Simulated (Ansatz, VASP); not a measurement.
**HC60N3 in two plane-wave programs**

Wanted: the spread between two codes on one cell, functional and k mesh. The structure shown is the start of the Ansatz relaxation below; VASP solves that cell, so the two are compared at the walk's first step.

Program: Ansatz 0.2.0. Level of theory: plane waves, with VASP 6.6.1 beside it; single point at HSE06. Results are calculated unless marked as measured.

### 1. The starting structure

The cell holds 64 atoms: 60 C, 3 N and 1 H. Its edges and angles: a = 7.143 Å, b = 7.143 Å, c = 7.143 Å, α = 90.0°, β = 90.0°, γ = 90.0°. It derives from C (C (Fd-3m)). Nearest the centre at fractional (0.357, 0.357, 0.393): H64 at 0.65 Å, N63 at 1.47 Å, N62 at 1.48 Å, N61 at 1.50 Å, C45 at 1.78 Å, C12 at 2.33 Å, C4 at 2.33 Å, C13 at 2.37 Å.

### 2. Ansatz: relaxation, HSE06

Ansatz runs on its default PAW (the set named soft_2) files.

The two programs are compared at the cell with which this relaxation starts, whose forces are those of its first step.

File input.yaml:

```yaml
relax:
  f_tol: 0.01
  max_steps: 80
  random_displacement: { amplitude: 0.02, seed: 13 }
crystal:
  lattice:
    - [7.14316351, 0.0, 0.0]
    - [0.0, 7.14316351, 0.0]
    - [0.0, 0.0, 7.14316351]
  atoms:
    - { symbol: C, position: [0.0, 0.0, 0.25] }
    - { symbol: C, position: [0.0, 0.25, 0.0] }
    - { symbol: C, position: [0.25, 0.0, 0.0] }
    - { symbol: "N", position: [0.25, 0.25, 0.25] }
    - { symbol: C, position: [0.125, 0.125, 0.375] }
    - { symbol: C, position: [0.125, 0.375, 0.125] }
    - { symbol: C, position: [0.375, 0.125, 0.125] }
    - { symbol: C, position: [0.0, 0.0, 0.75] }
    - { symbol: C, position: [0.0, 0.25, 0.5] }
    - { symbol: C, position: [0.25, 0.0, 0.5] }
    - { symbol: C, position: [0.25, 0.25, 0.75] }
    - { symbol: C, position: [0.125, 0.125, 0.875] }
    - { symbol: C, position: [0.125, 0.375, 0.625] }
    - { symbol: C, position: [0.375, 0.125, 0.625] }
    - { symbol: C, position: [0.375, 0.375, 0.875] }
    - { symbol: C, position: [0.0, 0.5, 0.25] }
    - { symbol: C, position: [0.0, 0.75, 0.0] }
    - { symbol: C, position: [0.25, 0.5, 0.0] }
    - { symbol: C, position: [0.25, 0.75, 0.25] }
    - { symbol: C, position: [0.125, 0.625, 0.375] }
    - { symbol: C, position: [0.125, 0.875, 0.125] }
    - { symbol: C, position: [0.375, 0.625, 0.125] }
    - { symbol: C, position: [0.375, 0.875, 0.375] }
    - { symbol: C, position: [0.0, 0.5, 0.75] }
    - { symbol: C, position: [0.0, 0.75, 0.5] }
    - { symbol: "N", position: [0.25, 0.5, 0.5] }
    - { symbol: C, position: [0.25, 0.75, 0.75] }
    - { symbol: C, position: [0.125, 0.625, 0.875] }
    - { symbol: C, position: [0.125, 0.875, 0.625] }
    - { symbol: C, position: [0.375, 0.625, 0.625] }
    - { symbol: C, position: [0.375, 0.875, 0.875] }
    - { symbol: C, position: [0.5, 0.0, 0.25] }
    - { symbol: C, position: [0.5, 0.25, 0.0] }
    - { symbol: C, position: [0.75, 0.0, 0.0] }
    - { symbol: C, position: [0.75, 0.25, 0.25] }
    - { symbol: C, position: [0.625, 0.125, 0.375] }
    - { symbol: C, position: [0.625, 0.375, 0.125] }
    - { symbol: C, position: [0.875, 0.125, 0.125] }
    - { symbol: C, position: [0.875, 0.375, 0.375] }
    - { symbol: C, position: [0.5, 0.0, 0.75] }
    - { symbol: "N", position: [0.5, 0.25, 0.5] }
    - { symbol: C, position: [0.75, 0.0, 0.5] }
    - { symbol: C, position: [0.75, 0.25, 0.75] }
    - { symbol: C, position: [0.625, 0.125, 0.875] }
    - { symbol: C, position: [0.625, 0.375, 0.625] }
    - { symbol: C, position: [0.875, 0.125, 0.625] }
    - { symbol: C, position: [0.875, 0.375, 0.875] }
    - { symbol: C, position: [0.5, 0.5, 0.25] }
    - { symbol: C, position: [0.5, 0.75, 0.0] }
    - { symbol: C, position: [0.75, 0.5, 0.0] }
    - { symbol: C, position: [0.75, 0.75, 0.25] }
    - { symbol: C, position: [0.625, 0.625, 0.375] }
    - { symbol: C, position: [0.625, 0.875, 0.125] }
    - { symbol: C, position: [0.875, 0.625, 0.125] }
    - { symbol: C, position: [0.875, 0.875, 0.375] }
    - { symbol: C, position: [0.5, 0.5, 0.75] }
    - { symbol: C, position: [0.5, 0.75, 0.5] }
    - { symbol: C, position: [0.75, 0.5, 0.5] }
    - { symbol: C, position: [0.75, 0.75, 0.75] }
    - { symbol: C, position: [0.625, 0.625, 0.875] }
    - { symbol: C, position: [0.625, 0.875, 0.625] }
    - { symbol: C, position: [0.875, 0.625, 0.625] }
    - { symbol: C, position: [0.875, 0.875, 0.875] }
    - { symbol: H, position: [0.410971, 0.410971, 0.339029] }
basis:
  ecutwfc: 420
  xc_grid: 2
hamiltonian:
  xc: hse06
kpoints:
  mp_grid: { grid: [1, 1, 1] }
scf:
  occupations: { method: fermi_dirac, width: 0.01 }
  max_iter: 120
output:
  forces: true
checkpoint:
  write: "../relax.run"
  compress: false
  write_wavefunctions: true
  write_every: 100000
```

Launch:

```
$ ansatz run input.yaml --threads 4 --pin off --max-ram 7536MiB --backend cpu --events-out ev --progress --plain --runs-dir out
```

Numbers of over 12 decimals in the logs are rounded to 6 here.

What it wrote:

```text
exact exchange: scf.exx.singularity resolves to wigner_seitz, which cuts the screened interaction at the faces of the exchange supercell's Wigner-Seitz cell, so that each pair interacts once, at the shortest of its separations (the periodic images that this leaves out come, for a point-like exchange hole, to about 0.122 eV on a filled level). The cut falls within the interaction's reach, and what an exchange supercel [...]
Engine: ansatz 0.2.0, aarch64-unknown-linux-gnu
Pseudopotentials: kind: paw
Pseudopotential: C, paw, valence charge 4, recommended cutoff 420 eV (normal), C.paw.azcp
Pseudopotential: N, paw, valence charge 5, recommended cutoff 420 eV (normal), N.paw.azcp
Pseudopotential: H, paw, valence charge 1, recommended cutoff 420 eV (normal), H.paw.azcp
Functional definition: HSE06
  parameter a = 0.25
  parameter omega = 0.11/bohr
  exchange = pbe_x - a*pbe_x_sr(omega) + a*exact_x_sr(omega)
  correlation = pbe_c
Crystal: 64 atoms, lattice volume = 364.478 Å³
Basis set: ecut = 420 eV, 7123 PW (Γ), exchange–correlation on 96×96×96 points (8 copies of the dense FFT grid, shifted against one another)
Bands: 192, of which v1, the nominal top of the filled ones, is band 128 counted from 1 (127 counted from 0)
Symmetry: 1 space group operations
k-points: 1
Non-local potential: C, projectors of the file, l = 0: 2, l = 1: 2, l = 2: 1
Non-local potential: N, projectors of the file, l = 0: 2, l = 1: 2, l = 2: 1
Non-local potential: H, projectors of the file, l = 0: 2, l = 1: 1
PAW form: soft (Blöchl's): semilocal exchange-correlation on the pseudo side does not see the compensation charge
PAW frozen core: C, regenerated for the run's functional, and the local potential with it (the file was generated under x = pbe(κ = 0.804, μ = 0.219515), c = pbe(β = 0.066725))
PAW frozen core: N, regenerated for the run's functional, and the local potential with it (the file was generated under x = pbe(κ = 0.804, μ = 0.219515), c = pbe(β = 0.066725))
PAW one-centre angular grid: C, 110 points (default); XC on 64 Gauss nodes
PAW one-centre angular grid: N, 110 points (default); XC on 64 Gauss nodes
PAW one-centre angular grid: H, 110 points (default); XC on 64 Gauss nodes
Initial density: superposition of atomic densities (neutral atoms: chi_scale 0, normalization atom), corrected by the library's trained network
Initial wavefunctions: pseudopotential atomic-orbital guess
Functional: x = pbe(κ = 0.804, μ = 0.219515), c = pbe(β = 0.066725), warm-up for x = pbe(κ = 0.804, μ = 0.219515) + 0.25 (exact − pbe) at short range (hse, ω = 0.207870 Å⁻¹), c = pbe(β = 0.066725); HSE06 as pw.x's `hse` composes it (authors' and Libxc's form: `xc: wpbeh`)
SCF iter   1: F=—  HF=-16205.776444 eV  |F-HF|=—  |Δ(HF+E_count)|=         —  Δρ=9.39e-3  dr2=5.59e-1  ethr=1.77e-3  ⟨swp⟩=12.0  Hψ=1012  notcnv=0
preconditioner: auto → none  [insulator: Δε(μ)=3.535 eV  Ē_g=17.023 eV  σ=0.010 eV  W_gap=1.00  n_scr=92 (ndim 8)  ℏωp=31.1 eV  f_vac=0.000  D(μ)=0.00/eV (n_scr^D=0)]
iter 2 solved again at ethr=2.08e-5 eV; its pass at ethr=2.19e-4 eV (dr2=5.32e-2 eV) is discarded
SCF iter   2: F=—  HF=-16205.642829 eV  |F-HF|=—  |Δ(HF+E_count)|=   1.34e-1  Δρ=4.05e-3  dr2=5.32e-2  ethr=2.08e-5  ⟨swp⟩=3.0  Hψ=914  notcnv=0
SCF iter   3: F=—  HF=-16205.629699 eV  |F-HF|=—  |Δ(HF+E_count)|=   1.31e-2  Δρ=1.10e-3  dr2=2.42e-3  ethr=2.08e-5  ⟨swp⟩=6.0  Hψ=523  notcnv=0
SCF iter   4: F=—  HF=-16205.629390 eV  |F-HF|=—  |Δ(HF+E_count)|=   3.09e-4  Δρ=2.26e-4  dr2=1.11e-4  ethr=9.46e-7  ⟨swp⟩=4.0  Hψ=426  notcnv=0
SCF iter   5: F=—  HF=-16205.629385 eV  |F-HF|=—  |Δ(HF+E_count)|=   4.80e-6  Δρ=4.38e-5  dr2=7.15e-6  ethr=4.34e-8  ⟨swp⟩=3.0  Hψ=408  notcnv=0
SCF iter   6: F=—  HF=-16205.629384 eV  |F-HF|=—  |Δ(HF+E_count)|=   1.06e-6  Δρ=1.21e-5  dr2=2.38e-7  ethr=2.79e-9  ⟨swp⟩=3.0  Hψ=396  notcnv=0
SCF iter   7: F=-16205.629384 eV  HF=-16205.629384 eV  |F-HF|=6.97e-10  |Δ(HF+E_count)|=   6.29e-8  Δρ=2.59e-6  dr2=1.26e-8  ethr=9.28e-11  ⟨swp⟩=3.0  Hψ=406  notcnv=0
[...]
atom  37  C      0.00113250     0.00003708    -0.00139539
  atom  38  C     -0.00064935     0.00121807     0.00035227
  atom  39  C     -0.00116928     0.00036002    -0.00013218
  atom  40  C     -0.00001472    -0.00045236     0.00093610
  atom  41  N     -0.00088218     0.00046624     0.00195457
  atom  42  C      0.00012289    -0.00022161     0.00048153
  atom  43  C     -0.00146740    -0.00121892    -0.00112496
  atom  44  C     -0.00053217     0.00130907     0.00004946
  atom  45  C      0.00167622    -0.00013223    -0.00030238
  atom  46  C     -0.00032186     0.00153387    -0.00167893
  atom  47  C     -0.00093508    -0.00214521     0.00049135
  atom  48  C     -0.00024501    -0.00055750     0.00023337
  atom  49  C      0.00205608     0.00029295    -0.00029375
  atom  50  C     -0.00074357     0.00229420     0.00056390
  atom  51  C     -0.00082032    -0.00105949    -0.00158843
  atom  52  C      0.00117731     0.00144693     0.00024636
  atom  53  C     -0.00112749     0.00163942     0.00058919
  atom  54  C      0.00023030    -0.00130856     0.00082481
  atom  55  C     -0.00007199    -0.00079607     0.00065147
  atom  56  C      0.00032447    -0.00041140    -0.00176194
  atom  57  C      0.00066749    -0.00173870    -0.00090114
  atom  58  C     -0.00081680     0.00058199    -0.00015074
  atom  59  C      0.00092269     0.00061821     0.00125352
  atom  60  C     -0.00113858    -0.00067334    -0.00023634
  atom  61  C     -0.00165808     0.00081984    -0.00092419
  atom  62  C      0.00058318    -0.00121489    -0.00147839
  atom  63  C      0.00042595     0.00125382    -0.00073157
  atom  64  H     -0.00141057    -0.00128187     0.00126365
  max |Σ_I F_I| component: 4.00e-5 eV/Å
--- Band table (eV) ---
  k-point 0: bands = [... 124 lower, 10.9775, 12.3200, 12.6335, 12.6336, 17.7860, 17.8964, 17.8964, 18.0749, ... 42 higher]
  guard bands above this table: 18 of the run's 192 bands. The solve was not asked for them (output.publish_guard_bands: true or output.eigenvalues: true publishes all)
--- Relaxed structure (6 steps of the walk, 6 accepted, 0 SCFs on fresh bases) ---
  F+E_penalty+E_count = -16211.63024547 eV   max|allowed force component| = 3.099e-3 eV/Å
  atoms:
    - { symbol: C, position: [-0.00137404, -0.00131081, 0.250477] }
    - { symbol: C, position: [-0.00140175, 0.250135, -0.0012537] }
    - { symbol: C, position: [0.250070, -0.00133049, -0.00125258] }
    - { symbol: N, position: [0.237611, 0.237682, 0.237427] }
    - { symbol: C, position: [0.126019, 0.126086, 0.369290] }
    - { symbol: C, position: [0.125445, 0.369478, 0.125521] }
    - { symbol: C, position: [0.369407, 0.125518, 0.125523] }
    - { symbol: C, position: [0.000593521, 0.000658129, 0.749642] }
    - { symbol: C, position: [0.00310857, 0.252787, 0.497511] }
    - { symbol: C, position: [0.252720, 0.00317143, 0.497515] }
    - { symbol: C, position: [0.252720, 0.252788, 0.747126] }
    - { symbol: C, position: [0.125444, 0.125511, 0.873151] }
    - { symbol: C, position: [0.126018, 0.381007, 0.624216] }
    - { symbol: C, position: [0.380938, 0.126078, 0.624223] }
    - { symbol: C, position: [0.375043, 0.375113, 0.875133] }
    - { symbol: C, position: [0.00258483, 0.497556, 0.252744] }
    - { symbol: C, position: [5.6854490661338824e-5, 0.749443, 0.000860501] }
    - { symbol: C, position: [0.251187, 0.498515, 0.00173235] }
    - { symbol: C, position: [0.251190, 0.748570, 0.251786] }
    - { symbol: C, position: [0.125448, 0.624778, 0.380818] }
    - { symbol: C, position: [0.124519, 0.873772, 0.125792] }
    - { symbol: C, position: [0.376642, 0.626081, 0.124218] }
    - { symbol: C, position: [0.375046, 0.875171, 0.375187] }
    - { symbol: C, position: [-0.00137523, 0.499827, 0.751608] }
    - { symbol: C, position: [-0.00139885, 0.751553, 0.500162] }
    - { symbol: N, position: [0.237606, 0.512868, 0.512627] }
[...]
- { symbol: N, position: [0.512797, 0.237668, 0.512625] }
[...]
- { symbol: C, position: [0.497488, 0.497556, 0.747644] }
    - { symbol: C, position: [0.498447, 0.748570, 0.499043] }
    - { symbol: C, position: [0.748498, 0.498512, 0.499042] }
    - { symbol: C, position: [0.749375, 0.749441, 0.750178] }
    - { symbol: C, position: [0.624413, 0.624478, 0.873889] }
    - { symbol: C, position: [0.624445, 0.873768, 0.625716] }
    - { symbol: C, position: [0.873700, 0.624509, 0.625716] }
    - { symbol: C, position: [0.874850, 0.874915, 0.875386] }
    - { symbol: H, position: [0.421919, 0.421981, 0.328324] }
```

In the SCF lines HF is the Harris–Foulkes energy and dr2 the Hartree energy of the density residual, in eV; the loop may stop once dr2 is under the threshold and the program's other checks hold. Hψ counts applications of the Hamiltonian.

(Part 1 of 2 ends here.)

[Lines on the potential files, build, host, timing and source positions are cut from VASP's logs without a mark.]

[Logs are printed without paths, hosts, clocks, repeated set-up lines and the standing remarks that a program may print on its own settings, such as how far it seeks lower states.]

[Hosts, paths, dates, database ids (printed as entryN), source tags and the programs' standing remarks are cut or masked in the printed files.]
